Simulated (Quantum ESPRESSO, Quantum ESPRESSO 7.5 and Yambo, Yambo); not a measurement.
# AlN (F-43m): G0W0 on several meshes in Yambo

Aim: the GW shift of AlN (F-43m) against the k mesh.

Main program and level: Quantum ESPRESSO 7.5 and Yambo 5.3.0; PBE and many-body steps on it, plane waves.

**1. Starting point**

The structure is cubic, space group F-43m (No. 216). Conventional cell: a = 4.368 Å, b = 4.368 Å, c = 4.368 Å, α = 90.00°, β = 90.00°, γ = 90.00°. Al has 4 N at 1.89 Å nearest. Nearest to N lie 4 Al at 1.89 Å. Farther neighbours and most contacts between anions are not listed.

The cell and positions are those that the Materials Project relaxed with its own functionals (PBE, PBE+U or r2SCAN), kept fixed. This is not the form that AlN usually takes at ambient conditions.

**2. Empty states on the mesh, 8×8×8 mesh, 249 bands**

This step: Quantum ESPRESSO 7.5; DFT, PBE, plane waves, norm-conserving pseudopotentials.

The sums over transitions need many empty states on a uniform mesh; this step solves for them.

Contents of pw.in:

```
&control
  calculation = 'nscf'
  prefix = 'x'
  outdir = 'o'
  pseudo_dir = 'pseudo'
/
&system
  ibrav = 0
  nat = 2
  ntyp = 2
  ecutwfc = 72.0
  nbnd = 249
  force_symmorphic = .true.
/
&electrons
  conv_thr = 1e-9
  electron_maxstep = 80
  diago_full_acc = .true.
  diago_thr_init = 5e-6
/
ATOMIC_SPECIES
  Al 26.982 Al.upf
  N 14.007 N.upf
CELL_PARAMETERS angstrom
  -0.0000000000 2.1839935596 2.1839935596
  2.1839935596 -0.0000000000 2.1839935596
  2.1839935596 2.1839935596 -0.0000000000
ATOMIC_POSITIONS crystal
  Al 0.0000000000 0.0000000000 0.0000000000
  N 0.7500000000 0.7500000000 0.7500000000
K_POINTS automatic
  8 8 8 0 0 0
```

On the command line:

```bash
$ OMP_NUM_THREADS=1 mpirun -n 8 pw.x -nk 4 -in pw.in > pw.out
```

The log of the run:

```text
Program PWSCF v.7.5 starts

     This program is part of the open-source Quantum ESPRESSO suite
     for quantum simulation of materials; please cite
         "P. Giannozzi et al., J. Phys.:Condens. Matter 21 395502 (2009);
         "P. Giannozzi et al., J. Phys.:Condens. Matter 29 465901 (2017);
         "P. Giannozzi et al., J. Chem. Phys. 152 154105 (2020);
     in publications or presentations arising from this work. More details at

     Atomic positions and unit cell read from directory:
     o/x.save/

     Message from routine setup:
[...]
285.9482

          k = 0.1768 0.1768-0.1768 (  1447 PWs)   bands (ev):

[...]
129.2001 130.1590 130.4135 130.4135 132.3428 132.3428 135.9443 135.9443
     [... 20 further rows ...]
   284.1821 287.2011 287.9854 287.9854 288.6762 288.6762 288.9102 289.3768
   289.3768

          k = 0.2652 0.2652-0.2652 (  1441 PWs)   bands (ev):

     [... further k-points ...]

     highest occupied, lowest unoccupied level (ev):     6.9565   10.2814

     XML data file, pseudopotentials, collected wavefunctions

=------------------------------------------------------------------------------=
   JOB DONE.
=------------------------------------------------------------------------------=
```

Elapsed: 25 s, on 8 MPI ranks of Arm Neoverse V1, shared host; peak memory 0.53 GiB.

Numbers from this step:

| Property | Result |
| --- | --- |
| gap | 3.325 eV |
| k of the valence top | 0, 0, 0 |
| k of the conduction bottom | 0, -0.5, -0.5 |
| least direct gap | 4.192 eV |
| k points computed | 29 |
| lowest point of the top converged band, above the valence top | 272.3941 eV |

On this mesh the gap is 3.325 eV.

The density comes from a self-consistent run that is not shown.

**3. Conversion and set-up**

This step: Yambo 5.3.0; conversion and set-up on PBE, plane waves, norm-conserving pseudopotentials.

The states are converted to the many-body program's format and the q mesh is built.

On the command line:

```bash
$ (cd o/x.save; p2y > p2y.log; mv SAVE ../..); yambo > setup.log
```

The log of the run:

```text
 Yambo, version 5.3.0

 [02] CORE Variables Setup
 =========================

  [02.01] Unit cells
  ==================

  Cell kind             :  FCC
  Atoms in the cell     :  Al  N
  number of Al atoms    :  1
  number of N  atoms    :  1

  List of atomic masses
  Mass of Al    :  26.98200
  Mass of N     :  14.00700

  List of atomic coordinates    : [cc]
  Al1       :  0.000000  0.000000  0.000000  order 1
  N1       :  6.190725  6.190725  6.190725  order 2

  Alat factors          :  4.127150  4.127150  4.127150 [a.u.]
  Direct lattice volume :  140.5985 [a.u.]
[...]
Q [ 1]         [rlu]:  0.000000  0.000000  0.000000
 Q [ 2]         [rlu]: -0.26489E-17 -0.26489E-17  0.12500
 Q [ 3]         [rlu]: -0.52978E-17 -0.52978E-17  0.25000
[...]
Q [ 8]         [rlu]: -0.23529E-16  0.12500      0.37500
 Q [ 9]         [rlu]: -0.52269E-17  0.12500      0.50000
 Q [10]         [rlu]:  0.10596E-16  0.12500     -0.37500
     [... 17 further rows ...]
 Q [28]         [rlu]:  0.125000 -0.500000 -0.375000
 Q [29]         [rlu]:  0.250000 -0.500000 -0.250000

  [03.01] X indexes
  =================

   [03.01.01] Sigma indexes
   ========================

 [06] Game Over & Game summary
```

The job ended after 2.5 s (1 MPI rank; peak memory 0.24 GiB).

**4. 8×8×8**

Now the one-shot GW correction: screening in the RPA, then the self-energy of the levels asked for.

This step: G0W0 on PBE, plane waves, norm-conserving pseudopotentials.

Contents of gw2.in:

```
HF_and_locXC
gw0
dyson
ppa
em1d
rim_cut
RandQpts= 1000000
RandGvec= 1 RL
EXXRLvcs= 72 Ry
VXCRLvcs= 288 Ry
Chimod= "HARTREE"
% BndsRnXp
 1 | 104 |
%
NGsBlkXp= 17 Ry
% LongDrXp
 1 | 1 | 1 |
%
% GbndRnge
 1 | 104 |
%
DysSolver= "n"
ExtendOut
PPAPntXp= 27.21138 eV
% QPkrange
 1 | 1 | 3 | 6 |
 21 | 21 | 3 | 6 |
%
```

On the command line:

```bash
$ OMP_NUM_THREADS=1 mpirun -n 8 yambo -F gw2.in -J gw2 -C gw2 > gw2.log
```

The log of the run:

```text
 Yambo, version 5.3.0

 [02] CORE Variables Setup
 =========================

  [... cell, symmetries and grids as in the set-up ...]

  [02.05] Energies & Occupations
  ==============================

  [X] === General ===
  [X] Electronic Temperature                        :  0.000000  0.000000 [eV K]
  [X] Bosonic    Temperature                        :  0.000000  0.000000 [eV K]
  [X] Finite Temperature mode                       : no
  [X] El. density                                   :  0.38398E+24 [cm-3]
  [X] Fermi Level                                   :  6.956541 [eV]

  [X] === Gaps and Widths ===
  [X] Conduction Band Min                           :  3.324859 [eV]
  [X] Valence Band Max                              :  0.000000 [eV]
  [X] Filled Bands                                  :   4
  [X] Empty Bands                                   :    5  249
  [X] Direct Gap                                    :  4.192097 [eV]
  [X] Direct Gap localized at k                     :  1
  [X] Indirect Gap                                  :  3.324859 [eV]
  [X] Indirect Gap between kpts                     :   1  21
  [X] Last valence band width                       :  2.697200 [eV]
  [X] 1st conduction band width                     :  4.629348 [eV]

 [03] Transferred momenta grid and indexing
 ==========================================

 IBZ Q-points                                      :  29
 BZ  Q-points                                      :   512

 K/Q-points units:
 rlu = crystal or reduced units; cc = cartesian coordinates; iku = interal k-units

 Q [ 1]         [rlu]:  0.000000  0.000000  0.000000
 Q [ 2]         [rlu]: -0.26489E-17 -0.26489E-17  0.12500
 Q [ 3]         [rlu]: -0.52978E-17 -0.52978E-17  0.25000
 Q [ 4]         [rlu]: -0.12300E-16 -0.12300E-16  0.37500
 Q [ 5]         [rlu]:  0.10596E-16  0.10596E-16 -0.50000
 Q [ 6]         [rlu]:  0.99725E-17  0.12500      0.12500
 Q [ 7]         [rlu]: -0.26489E-17  0.12500      0.25000
 Q [ 8]         [rlu]: -0.23529E-16  0.12500      0.37500
 Q [ 9]         [rlu]: -0.52269E-17  0.12500      0.50000
 Q [10]         [rlu]:  0.10596E-16  0.12500     -0.37500
     [... 17 further rows ...]
 Q [28]         [rlu]:  0.125000 -0.500000 -0.375000
 Q [29]         [rlu]:  0.250000 -0.500000 -0.250000

 [04] Coloumb potential Random Integration (RIM)
 ===============================================

  [04.01] RIM initialization
  ==========================

  * Diagonal components only detected *

  8 x (sBL volume)        :  0.027566 [a.u.]
  sBZ random points       :  1000000
  Points outside the sBZ  :   7999624
  RL volume               :  1.764245 [a.u.]
  Integrated volume       :  1.764328 [a.u.]

  [04.02] RIM integrals
  =====================

  Gamma point sphere radius             :  0.054795 [a.u.]
  Points outside the sphere             :   799635
  [Int_sBZ(q=0) 1/q^2]*(Vol_sBZ)^(-1/3) =:  7.763403
                                 should be <:  7.795600

  Summary of Coulomb integrals for non-metallic bands |Q|[au] RIM/Bare

  Q [1] 0.100000E-4 0.995870 * Q [2] 0.164805 1.064252
  Q [6] 0.190300 1.063621 * Q [12] 0.269125 1.026387
  Q [7] 0.315577 1.018937 * Q [3] 0.329610 1.016307
  Q [13] 0.380601 1.013309 * Q [11] 0.414750 1.010912
  Q [22] 0.425525 1.010147 * Q [8] 0.466139 1.008295
  Q [14] 0.494415 1.007596 * Q [4] 0.494415 1.007214
[...]
Q [27] 0.686138 1.004075 * Q [24] 0.712039 1.003773
  Q [26] 0.730862 1.003399 * Q [21] 0.761202 1.003144
  Q [28] 0.784629 1.002917 * Q [20] 0.807376 1.002976
  Q [29] 0.851049 1.002443

 [WARNING] [Xp] User bands 1-104 break level degeneracy

 [05] Dipoles
 ============

  [05.01] Setup: observables and procedures
  =========================================

 [06] Dynamic Dielectric Matrix (PPA)
 ====================================

 [SLK-Inversion]  Pools        :  2
 [SLK-Inversion]  BLACS grid   :  2  2

 [WR./gw2//ndb.pp]---------------------------------------------------------------
  Brillouin Zone Q/K grids (IBZ/BZ)                :    29   512    29   512
  RL vectors                                       :  1989 [WF]
  Coulomb cutoff potential                         : none
  Electronic Temperature                           :  0.000000 [K]
  Bosonic    Temperature                           :  0.000000 [K]
  PPA    diel. fun.  energies                      : Perdew, Burke & Ernzerhof(X)+Perdew, Burke & Ernzerhof(C)
  wavefunctions                                    : Perdew, Burke & Ernzerhof(X)+Perdew, Burke & Ernzerhof(C)
  Global Gauge                                     : length
  X matrix size                                    :  181
  X band range                                     :    1  104
  X e/h energy range                               : -1.000000 -1.000000 [eV]
  X Time ordering                                  : R
  X Hxc Kernel                                     : HARTREE
  X Drude frequency                                :  0.000000  0.000000
  X poles                                          :  100.0000 [o/o]
  RL vectors in the sum                            :  1989
  [r,Vnl] included                                 : yes
  Field direction                                  :  0.577350E-5  0.577350E-5  0.577350E-5
  BZ energy Double Grid                            : no
  BZ energy DbGd points                            : 0
  BZ Q point size factor                           : -1.000000
  X Optical Averaged directions                    : none

 [07] Local Exchange-Correlation + Non-Local Fock
 ================================================

 [VXC] Plane waves :  11575
 [EXS] Plane waves :  1471

 QP @ state[ 1 ] K range:  1  1
 QP @ state[ 1 ] b range:   3   6
 QP @ state[ 2 ] K range:  21  21
 QP @ state[ 2 ] b range:   3   6

 [xc] Functional : Perdew, Burke & Ernzerhof(X)+Perdew, Burke & Ernzerhof(C)
 [xc] LIBXC used to calculate xc functional
  PP Number of Atomic Species                      :  2
  NLCC RL compoments                               :  11575
  PP Number of Atomic Species                      :  2
  NLCC RL compoments                               :  11575

 [xc] E_xc :  -3.456156 [Ha]
      E_xc :  -6.912312 [Ry]

  Local XC kind (lXC) : Perdew, Burke & Ernzerhof(X)+Perdew, Burke & Ernzerhof(C)
  Non-Local XC kind (nlXC) : Hartree-Fock

  Corrections @ K [1] :  [eV]
 <3|nlXC|3> = -20.92742 -0.51721E-17 <3|lXC|3> = -16.95876 -0.18882E-15
 <4|nlXC|4> = -20.92742 -0.13274E-16 <4|lXC|4> = -16.95876  0.94408E-16
 <5|nlXC|5> = -8.154641 -0.18947E-17 <5|lXC|5> = -12.53244 -0.18882E-15
 <6|nlXC|6> = -4.110659  0.39808E-18 <6|lXC|6> = -9.892516  0.70806E-16

  Corrections @ K [21] :  [eV]
 <3|nlXC|3> = -20.09014 -0.16364E-16 <3|lXC|3> = -15.43142 -0.59002E-16
 <4|nlXC|4> = -20.09014  0.56423E-17 <4|lXC|4> = -15.43142  0.12958E-21
 <5|nlXC|5> = -5.083334  0.14180E-18 <5|lXC|5> = -9.207278  0.23602E-16
 <6|nlXC|6> = -4.415724  0.61861E-18 <6|lXC|6> = -9.461530 -0.18882E-15

 [08] Dyson equation: Newton solver
 ==================================

  [08.01] G0W0 (W PPA)
  ====================

  [  GW  ] Bands range     :    1  104
  [GW/PPA] G damping       :  0.100000 [eV]

  QP @ state[ 1 ] K range:  1  1
  QP @ state[ 1 ] b range:   3   6
  QP @ state[ 2 ] K range:  21  21
  QP @ state[ 2 ] b range:   3   6

   Sc/G bands                                       :    1  104
   Sc/G damping                                     :  0.100000 ev
   Sc bands terminator                              : no
   Sx RL components                                 :  1471

   QP @ state[ 1 ] K range                          :  1  1
   QP @ state[ 1 ] b range                          :   3   6
   QP @ state[ 2 ] K range                          :  21  21
   QP @ state[ 2 ] b range                          :   3   6
   GF energies kind                                 : Perdew, Burke & Ernzerhof(X)+Perdew, Burke & Ernzerhof(C)
   GF WF`s kind                                     : Perdew, Burke & Ernzerhof(X)+Perdew, Burke & Ernzerhof(C)
   Xs energies kind                                 : Perdew, Burke & Ernzerhof(X)+Perdew, Burke & Ernzerhof(C)
   Xs WF`s kind                                     : Perdew, Burke & Ernzerhof(X)+Perdew, Burke & Ernzerhof(C)

 [11] Game Over & Game summary
```

The job ended after 3.7 min (8 MPI ranks; peak memory 3.1 GiB).

This step gave:

```
G0W0 gap on the points computed              : 4.538 eV
starting gap on the mesh                     : 3.325 eV
k of the valence top                         : 0, 0, 0
k of the conduction bottom                   : 0, -0.5, -0.5
least direct G0W0 gap on the computed points : 5.592 eV
Z at the valence top                         : 0.7897
Z at the conduction bottom                   : 0.8389
```

The gap on the mesh goes from 3.32 eV to 4.54 eV, a correction of +1.21 eV.

**5. Empty states on the mesh, 6×6×6 mesh, 104 bands**

This step: Quantum ESPRESSO 7.5; DFT, PBE, plane waves, norm-conserving pseudopotentials.

Changes to pw.in since step 2:

```diff
@@ -11,3 +11,3 @@
   ecutwfc = 72.0
-  nbnd = 249
+  nbnd = 104
   force_symmorphic = .true.
@@ -31,2 +31,2 @@
 K_POINTS automatic
-  8 8 8 0 0 0
+  6 6 6 0 0 0
```

On the command line:

```bash
$ OMP_NUM_THREADS=1 mpirun -n 8 pw.x -nk 4 -in pw.in > pw.out
```

The log of the run:

```text
[banner, memory and clock lines left out]
Program PWSCF v.7.5 starts

     Atomic positions and unit cell read from directory:
     o/x.save/

     Message from routine setup:
     using ibrav=0 with symmetry is DISCOURAGED, use correct ibrav instead

     bravais-lattice index     =            0
     lattice parameter (alat)  =       5.8367  a.u.
     unit-cell volume          =     140.5985 (a.u.)^3
     number of atoms/cell      =            2
     number of atomic types    =            2
     number of electrons       =         8.00
[...]
41.4952  41.4952  51.7409  51.7409  51.7409  53.4070  53.4070  57.3821
[...]
k = 0.1179 0.1179-0.1179 (  1432 PWs)   bands (ev):

[...]
k = 0.2357 0.2357-0.2357 (  1441 PWs)   bands (ev):

[...]
144.4393 144.5987 144.6759 144.6759 147.4226 147.4226 149.5613 149.5613
   149.7798 151.4043 154.1368 154.1368 154.5368 160.2282 160.2282 160.5485

          k =-0.3536-0.3536 0.3536 (  1458 PWs)   bands (ev):

     [... further k-points ...]

     highest occupied, lowest unoccupied level (ev):     6.9565   10.2814

     XML data file, pseudopotentials, collected wavefunctions
```

Wall time 3.1 s (8 MPI ranks); peak memory 0.38 GiB; 24 s of CPU time.

Numbers from this step:

```yaml
gap: 3.325 eV
k_of_the_valence_top: 0, 0, 0
k_of_the_conduction_bottom: 0, -0.5, -0.5
least_direct_gap: 4.192 eV
k_points_computed: 16
lowest_point_of_the_top_converged_band_above_the_valence_top: 146.3583 eV
```

On this mesh the gap is 3.325 eV.

(Part 1 of 2 ends here.)

[Paths, hosts, dates, memory and timing lines, banners, echoed tables and standing remarks are left out of the program output.]

[Logs are printed without paths, hosts, clocks, repeated set-up lines and the standing remarks that a program may print on its own settings, such as how far it seeks lower states.]

[Runs of the session that timed out or met a known fault of the program may be left out.]

[Hosts, paths, dates, database ids (printed as entryN), source tags and the programs' standing remarks are cut or masked in the printed files.]
